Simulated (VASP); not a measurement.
# Si: self-consistent run

Si, Fd-3m (no. 227), 2 atoms in the cell. BLYP; PAW potentials Si (PBE set).

## Input

INCAR:
```
PREC = Accurate
ENCUT = 520
EDIFF = 1E-7
ISMEAR = 0
SIGMA = 0.02
LREAL = F
LASPH = T
ALGO = Normal
NELM = 100
ISIF = 2
LWAVE = F
LCHARG = F
GGA = B5
ALDAX = 1.0
AGGAX = 1.0
AGGAC = 1.0
ALDAC = 0.0
GGA_COMPAT = F
```

KPOINTS:
```
k-points
0
Gamma
  7 7 7
```

POSCAR:
```
Si
1.0
    0.0000000000      2.7218511865      2.7218511865
    2.7218511865      0.0000000000      2.7218511865
    2.7218511865      2.7218511865      0.0000000000
Si
2
Direct
    0.5000000000      0.5000000000      0.5000000000
    0.7500000000      0.7500000000      0.7500000000
```

Commands:
```
cat potpaw_PBE.64/Si/POTCAR > POTCAR
mpirun -np 1 vasp_std > vasp.out
```

## Result

- Pressure (GPa): 4.41
- Gap on the mesh (eV): 0.817
- Fermi level (eV): 6.287

Levels at the zone centre (eV from the valence top there):

| 1 | 2 | 3 |
|---|---|---|
| 0.000 | 0.000 | 2.700 |

VASP 6.6.1 took 7.7 s on 1 core (Intel Xeon 6975P-C (Granite Rapids)), a shared host.
